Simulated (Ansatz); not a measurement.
Crystal: SnO.

```
Sn O
1.0
     3.35500    0.00000    0.00000
     0.00000    5.67410    0.00000
     0.00000    0.00000    4.22197
Sn O
2 2
Cartesian
  1.6775 4.3582 0.0555
  0.0000 1.3159 2.1665
  1.6775 0.6171 1.0000
  0.0000 5.0570 3.1110
```

The cell comes from a database or a generator and needn't be the stable form of this composition.

Base run:

| Item | Value |
| --- | --- |
| Program | Ansatz 0.2.0 |
| Functional | PBEsol |
| Potentials or basis | Ansatz PAW |
| Cutoff | 420 eV |
| Density cutoff | 1680 eV |
| k mesh | 8 × 5 × 6 |
| Occupations | fermi-dirac, width 0.05 eV |
| Spin | no spin polarisation |

Its results: band gap on the k mesh 1.43 eV, indirect (least direct gap 2.02 eV); pressure -3.1 GPa; largest force 0.427 eV/Å.

Problem. The run is repeated on the same cell with these changes: spin from no spin polarisation to spin-orbit coupling, no magnetisation; potential files from those of the base run to others of the same set. What comes out?

Solution. Band gap on the k mesh 1.37 eV, indirect (least direct gap 1.94 eV); pressure -3.1 GPa; largest force 0.431 eV/Å.

Spin-orbit coupling splits the band edges, which narrows the gap.

Caveats: the k mesh misses the band edges, so the gap on the mesh is wider than the one along the path; the PAW data sets come from PBE, with cores solved anew for the run's functional, which leaves a small shift of forces and pressure; spin-orbit coupling is left out, which moves the levels of the heavy elements (some runs).

Not every run made on this cell is shown here.
